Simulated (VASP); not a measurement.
# GaAs (F-43m) in VASP: further runs, part 2 of 3

VASP 6.6.1.

### 4 Dielectric tensor, PBEsol

INCAR reads:

```
SYSTEM = GaAs
ALGO     = Normal         ! electronic algorithm
EDIFF    = 1E-8           ! SCF threshold, eV
ENCUT    = 500            ! plane-wave cutoff, eV
GGA      = PS             ! functional
ISIF     = 2              ! what is computed and relaxed
ISMEAR   = 0              ! smearing method
LASPH    = .TRUE.         ! aspherical terms in the spheres
LCHARG   = .FALSE.        ! write CHGCAR
LEPSILON = .TRUE.         ! dielectric tensor by DFPT
LREAL    = .FALSE.        ! projectors in reciprocal space
LWAVE    = .FALSE.        ! write WAVECAR
NELM     = 100            ! most SCF steps
PREC     = Accurate       ! precision mode
SIGMA    = 0.01           ! smearing width, eV
```

KPOINTS reads:

```
k-points
0
G
  14 14 14
  0 0 0
```

POSCAR reads:

```
GaAs
1.0
    0.0000000000      2.8268500000      2.8268500000
    2.8268500000      0.0000000000      2.8268500000
    2.8268500000      2.8268500000      0.0000000000
As Ga
1 1
Direct
    0.7500000000      0.7500000000      0.7500000000
    0.0000000000      0.0000000000      0.0000000000
```

Potentials or basis: VASP PAW PBE potentials, release 64 (As, Ga_d).

Launch:

```bash
$ cat potpaw_PBE.64/As/POTCAR potpaw_PBE.64/Ga_d/POTCAR > POTCAR
$ mpirun -np 1 vasp_std > vasp.out
```

OUTCAR:

```text
SYSTEM = GaAs
   EDIFF = 1E-8
   ENCUT = 500
   GGA = PS
   ISIF = 2
   ISMEAR = 0
   LASPH = .TRUE.
   LEPSILON = .TRUE.
   LREAL = .FALSE.
   NELM = 100
   PREC = Accurate

 Found    104 irreducible k-points:

 Following reciprocal coordinates:
            Coordinates               Weight
  0.000000  0.000000  0.000000      1.000000
  0.071429  0.000000  0.000000      8.000000
  0.142857  0.000000  0.000000      8.000000
  0.214286  0.000000  0.000000      8.000000
  0.285714  0.000000  0.000000      8.000000
  0.357143  0.000000  0.000000      8.000000
   k-points           NKPTS =    104   k-points in BZ     NKDIM =    104   number of bands    NBANDS=     13
   number of dos      NEDOS =    301   number of ions     NIONS =      2
   total plane-waves  NPLWV =  27000
   dimension x,y,z NGX =    30 NGY =   30 NGZ =   30
   dimension x,y,z NGXF=    60 NGYF=   60 NGZF=   60
   ions per type =               1   1
   NGX,Y,Z   is equivalent  to a cutoff of  12.48, 12.48, 12.48 a.u.
   NGXF,Y,Z  is equivalent  to a cutoff of  24.95, 24.95, 24.95 a.u.
 SYSTEM =  GaAs
   PREC   = accura    normal or accurate (medium, high low for compatibility)
   ISTART =      0    job   : 0-new  1-cont  2-samecut
   ICHARG =      2    charge: 1-file 2-atom 10-const
   ISPIN  =      1    spin polarized calculation?
   LNONCOLLINEAR =      F non collinear calculations
   LSORBIT =      F    spin-orbit coupling
   LASPH  =      T    aspherical Exc in radial PAW
   ENCUT  =  500.0 eV  36.75 Ry    6.06 a.u.   7.29  7.29  7.29*2*pi/ulx,y,z
   NELM   =    100;   NELMIN=  2; NELMDL= -5     # of ELM steps
   EDIFF  = 0.1E-07   stopping-criterion for ELM
   LREAL  =      F    real-space projection
   EDIFFG = 0.1E-06   stopping-criterion for IOM
   NSW    =      0    number of steps for IOM
   IBRION =     -1    ionic relax: 0-MD 1-quasi-New 2-CG
   NFREE  =      0    steps in history (QN), initial steepest desc. (CG)
   ISIF   =      2    stress and relaxation
   ISYM   =      2    0-nonsym 1-usesym 2-fastsym
   POTIM  = 0.5000    time-step for ionic-motion
   TEBEG  =    0.0;   TEEND  =   0.0 temperature during run
[... 171 lines left out ...]
           0.000000    18.274693     0.000000
           0.000000     0.000000    18.274693
 ------------------------------------------------------

 Free energy of the ion-electron system (eV)
  ---------------------------------------------------
  ---------------------------------------------------
  free energy    TOTEN  =        -2.19847178 eV

  energy without entropy =       -2.19847178

------------------------ aborting loop because EDIFF is reached ----------------------------------------

--------------------------------------- Ionic step        2  -------------------------------------------

------------------------ aborting loop because EDIFF is reached ----------------------------------------

--------------------------------------- Ionic step        3  -------------------------------------------

 Free energy of the ion-electron system (eV)
  ---------------------------------------------------
  ---------------------------------------------------
  free energy    TOTEN  =        -2.19847440 eV

  energy without entropy =       -2.19847440

------------------------ aborting loop because EDIFF is reached ----------------------------------------

 PIEZOELECTRIC TENSOR FIELD DIRECTION 3  (e Angst)
 -----------------------------------------------------------------------------
    -0.00047  2.34518  0.00000           (  0.00000  0.01524  0.00000)
     2.34518 -0.00047  0.00000           (  0.01524  0.00000  0.00000)
     0.00000  0.00000 -0.00133           (  0.00000  0.00000  0.00000)

 PIEZOELECTRIC TENSOR FIELD DIRECTION 3  (C/m^2)
 -----------------------------------------------------------------------------
    -0.00017  0.83166  0.00000
     0.83166 -0.00017  0.00000
     0.00000  0.00000 -0.00047

 MACROSCOPIC STATIC DIELECTRIC TENSOR (including local field effects in DFT)
 ------------------------------------------------------
          17.653814    -0.000000     0.000000
          -0.000000    17.653814     0.000000
           0.000000     0.000000    17.653814
 ------------------------------------------------------

 PIEZOELECTRIC TENSOR (including local field effects)  for field in x, y, z        (e  Angst)
          XX          YY          ZZ          XY          YZ          ZX
  --------------------------------------------------------------------------------
  x    -0.00000    -0.00000     0.00000     0.00000     2.34984     0.00000
  y    -0.00000     0.00000     0.00000     0.00000     0.00000     2.34984
  z    -0.00000     0.00000     0.00000     2.34984     0.00000     0.00000

 PIEZOELECTRIC TENSOR (including local field effects)  for field in x, y, z        (C/m^2)
          XX          YY          ZZ          XY          YZ          ZX
  --------------------------------------------------------------------------------
  x    -0.00000    -0.00000     0.00000     0.00000     0.83332     0.00000
  y    -0.00000     0.00000     0.00000     0.00000     0.00000     0.83332
  z    -0.00000     0.00000     0.00000     0.83332     0.00000     0.00000

 BORN EFFECTIVE CHARGES (including local field effects) (in |e|, cummulative output)
 ---------------------------------------------------------------------------------
 ion    1
    1    -2.12320    -0.00000    -0.00000
    2     0.00000    -2.12320     0.00000
    3     0.00000     0.00000    -2.12320
 ion    2
    1     2.12320     0.00000     0.00000
    2    -0.00000     2.12320     0.00000
    3     0.00000    -0.00000     2.12320
```

OSZICAR:

```text
N       E                     dE             d eps       ncg     rms          rms(c)
DAV:   1     0.784271991517E+02    0.78427E+02   -0.90844E+03  2720   0.185E+03
DAV:   2    -0.311951125075E+01   -0.81547E+02   -0.78623E+02  2949   0.322E+02
[... 12 lines left out ...]
RMM:   6    -0.219806979542E+01   -0.54638E-02   -0.37473E-04 21661   0.143E-01    0.178E-02
RMM:   7    -0.219791634515E+01    0.15345E-03   -0.42900E-05 21850   0.546E-02    0.453E-03
RMM:   8    -0.219851659347E+01   -0.60025E-03   -0.45399E-06 22143   0.185E-02    0.986E-04
RMM:   9    -0.219848097317E+01    0.35620E-04    0.44610E-07 22781   0.677E-03    0.390E-04
RMM:  10    -0.219848683096E+01   -0.58578E-05    0.11765E-07 22312   0.217E-03    0.127E-04
RMM:  11    -0.219847682734E+01    0.10004E-04    0.17948E-07 22784   0.918E-04    0.264E-05
RMM:  12    -0.219847439665E+01    0.24307E-05   -0.99582E-08 19463   0.338E-04    0.880E-06
```

Run time: 16 min. Hardware: 1 thread of Intel Xeon Platinum 8488C (Sapphire Rapids), shared host; peak memory 0.65 GiB.

These settings aren't checked as converged: the numbers below hold their error.

Results:

```
Band gap on the k mesh                  : 0.46 eV, direct
Electronic dielectric tensor (diagonal) : 17.65
Born charges (mean of the diagonal)     : As -2.12; Ga +2.12 e
```

Caveat: the gap is small at this level, which inflates the dielectric constant.

### 5 Dielectric tensor, PBEsol

Changes to INCAR since step 4:

```diff
@@ -3,3 +3,3 @@
 EDIFF    = 1E-8           ! SCF threshold, eV
-ENCUT    = 500            ! plane-wave cutoff, eV
+ENCUT    = 250            ! plane-wave cutoff, eV
 GGA      = PS             ! functional
```

KPOINTS reads:

```
k-points
0
G
  5 5 5
  0 0 0
```

POSCAR is that of step 4.

Potentials or basis: VASP PAW PBE potentials, release 64 (As, Ga_d).

Launch:

```bash
$ cat potpaw_PBE.64/As/POTCAR potpaw_PBE.64/Ga_d/POTCAR > POTCAR
$ mpirun -np 1 vasp_std > vasp.out
```

OUTCAR:

```text
SYSTEM = GaAs
   EDIFF = 1E-8
   ENCUT = 250
   GGA = PS
   ISIF = 2
   ISMEAR = 0
   LASPH = .TRUE.
   LEPSILON = .TRUE.
   LREAL = .FALSE.
   NELM = 100
   PREC = Accurate

 Found     10 irreducible k-points:

 Following reciprocal coordinates:
            Coordinates               Weight
  0.000000  0.000000  0.000000      1.000000
  0.200000  0.000000  0.000000      8.000000
  0.400000  0.000000  0.000000      8.000000
  0.200000  0.200000  0.000000      6.000000
  0.400000  0.200000  0.000000     24.000000
 -0.400000  0.200000  0.000000     24.000000
   k-points           NKPTS =     10   k-points in BZ     NKDIM =     10   number of bands    NBANDS=     13
   number of dos      NEDOS =    301   number of ions     NIONS =      2
   total plane-waves  NPLWV =  13824
   dimension x,y,z NGX =    24 NGY =   24 NGZ =   24
   dimension x,y,z NGXF=    48 NGYF=   48 NGZF=   48
   ions per type =               1   1
   NGX,Y,Z   is equivalent  to a cutoff of   9.98,  9.98,  9.98 a.u.
   NGXF,Y,Z  is equivalent  to a cutoff of  19.96, 19.96, 19.96 a.u.
 SYSTEM =  GaAs
   PREC   = accura    normal or accurate (medium, high low for compatibility)
   ISTART =      0    job   : 0-new  1-cont  2-samecut
   ICHARG =      2    charge: 1-file 2-atom 10-const
   ISPIN  =      1    spin polarized calculation?
   LNONCOLLINEAR =      F non collinear calculations
   LSORBIT =      F    spin-orbit coupling
   LASPH  =      T    aspherical Exc in radial PAW
   ENCUT  =  250.0 eV  18.37 Ry    4.29 a.u.   5.15  5.15  5.15*2*pi/ulx,y,z
   NELM   =    100;   NELMIN=  2; NELMDL= -5     # of ELM steps
   EDIFF  = 0.1E-07   stopping-criterion for ELM
   LREAL  =      F    real-space projection
   EDIFFG = 0.1E-06   stopping-criterion for IOM
   NSW    =      0    number of steps for IOM
   IBRION =     -1    ionic relax: 0-MD 1-quasi-New 2-CG
   NFREE  =      0    steps in history (QN), initial steepest desc. (CG)
   ISIF   =      2    stress and relaxation
   ISYM   =      2    0-nonsym 1-usesym 2-fastsym
   POTIM  = 0.5000    time-step for ionic-motion
   TEBEG  =    0.0;   TEEND  =   0.0 temperature during run
[... 171 lines left out ...]
           0.000000   113.566888     0.000000
          -0.000000     0.000000   113.566888
 ------------------------------------------------------

 Free energy of the ion-electron system (eV)
  ---------------------------------------------------
  ---------------------------------------------------
  free energy    TOTEN  =       -14.29470349 eV

  energy without entropy =      -14.29470349

------------------------ aborting loop because EDIFF is reached ----------------------------------------

--------------------------------------- Ionic step        2  -------------------------------------------

------------------------ aborting loop because EDIFF is reached ----------------------------------------

--------------------------------------- Ionic step        3  -------------------------------------------

 Free energy of the ion-electron system (eV)
  ---------------------------------------------------
  ---------------------------------------------------
  free energy    TOTEN  =       -14.29470249 eV

  energy without entropy =      -14.29470249

------------------------ aborting loop because EDIFF is reached ----------------------------------------

 PIEZOELECTRIC TENSOR FIELD DIRECTION 3  (e Angst)
 -----------------------------------------------------------------------------
     0.00434  5.48268  0.00000           (  0.00001  0.02685  0.00000)
     5.48268  0.00434  0.00000           (  0.02685  0.00001  0.00000)
     0.00000  0.00000 -0.00978           (  0.00000  0.00000 -0.00001)

 PIEZOELECTRIC TENSOR FIELD DIRECTION 3  (C/m^2)
 -----------------------------------------------------------------------------
     0.00154  1.94431  0.00000
     1.94431  0.00154  0.00000
     0.00000  0.00000 -0.00347

 MACROSCOPIC STATIC DIELECTRIC TENSOR (including local field effects in DFT)
 ------------------------------------------------------
         111.532989    -0.000000    -0.000000
          -0.000000   111.532989     0.000000
           0.000000     0.000000   111.532989
 ------------------------------------------------------

 PIEZOELECTRIC TENSOR (including local field effects)  for field in x, y, z        (e  Angst)
          XX          YY          ZZ          XY          YZ          ZX
  --------------------------------------------------------------------------------
  x     0.00000     0.00000     0.00000     0.00000     5.50477     0.00000
  y    -0.00000    -0.00000     0.00000     0.00000    -0.00000     5.50477
  z    -0.00000    -0.00000     0.00000     5.50477    -0.00000     0.00000

 PIEZOELECTRIC TENSOR (including local field effects)  for field in x, y, z        (C/m^2)
          XX          YY          ZZ          XY          YZ          ZX
  --------------------------------------------------------------------------------
  x     0.00000     0.00000     0.00000     0.00000     1.95214     0.00000
  y    -0.00000    -0.00000     0.00000     0.00000    -0.00000     1.95214
  z    -0.00000    -0.00000     0.00000     1.95214    -0.00000     0.00000

 BORN EFFECTIVE CHARGES (including local field effects) (in |e|, cummulative output)
 ---------------------------------------------------------------------------------
 ion    1
    1    -3.06612     0.00000     0.00000
    2     0.00000    -3.06612     0.00000
    3     0.00000    -0.00000    -3.06612
 ion    2
    1     3.06612     0.00000     0.00000
    2     0.00000     3.06612     0.00000
    3     0.00000     0.00000     3.06612
```

OSZICAR:

```text
N       E                     dE             d eps       ncg     rms          rms(c)
[... 13 lines left out ...]
RMM:   6    -0.142953988343E+02   -0.21947E-01   -0.47276E-04  1364   0.193E-01    0.328E-02
RMM:   7    -0.142945462859E+02    0.85255E-03   -0.14819E-05  1370   0.603E-02    0.920E-03
RMM:   8    -0.142946085412E+02   -0.62255E-04    0.22076E-06  1417   0.206E-02    0.182E-03
RMM:   9    -0.142947187341E+02   -0.11019E-03    0.10216E-05  1405   0.667E-03    0.701E-04
RMM:  10    -0.142946931832E+02    0.25551E-04    0.38394E-06  1383   0.250E-03    0.114E-04
RMM:  11    -0.142947026288E+02   -0.94456E-05    0.13456E-06  1418   0.814E-04    0.925E-05
RMM:  12    -0.142947025975E+02    0.31301E-07    0.58313E-08  1253   0.420E-04    0.137E-05
RMM:  13    -0.142947024905E+02    0.10704E-06    0.19154E-07  1028   0.160E-04    0.631E-06
```

Wall time 50 s (1 thread of Intel Xeon Platinum 8488C (Sapphire Rapids), shared host); peak memory 0.14 GiB.

The run converged, but a check on its numbers failed (symmetry, net force, bounds or a known fault of this set-up), so they aren't taken as properties of the crystal.

Caveat: the cutoff lies under the usual one of these potentials, so the numbers hold a large basis-set error; the gap is small at this level, which inflates the dielectric constant.

(Continued in part 3 of 3.)
